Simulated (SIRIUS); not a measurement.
Runs of SIRIUS 7.12.0 on NiO. It takes space group Fm-3m (No. 225, cubic). Conventional cell: a = 4.172 Å, b = 4.172 Å, c = 4.172 Å, α = 90.00°, β = 90.00°, γ = 90.00°. Ni (site symmetry m-3m) is surrounded by 6 O at 2.09 Å. O (site symmetry m-3m) has 6 Ni at 2.09 Å as nearest neighbours. 

```csv
level,pressure (GPa),moment (μB),relaxed volume (Å³/atom)
RPBE+D4,0.0,1.84,9.20
RPBE,0.3,1.89,(b)
RPBE+D3,0.0,1.87,(c)
RPBE+D3(BJ),0.0,1.80,(a)
```

Alike in all rows: task relaxation of cell and atoms; potentials or basis PseudoDojo 0.4.1 PBE standard (scalar relativistic); spin collinear, ferromagnetic start; cell relaxed; k mesh 5 × 5 × 5; cutoff (eV) 1333; smearing fermi-dirac 0.05 eV; the mesh is coarse, so values aren't converged.

Estimate the missing entries.

(a) 8.97; (b) 9.67; (c) 9.47.

Caveats: all runs use coarse meshes; the potentials were made for another functional, which shifts forces and pressure; a cell with one magnetic atom can't hold antiferromagnetic order, which such compounds often take.

Not every run made on this cell is shown here.
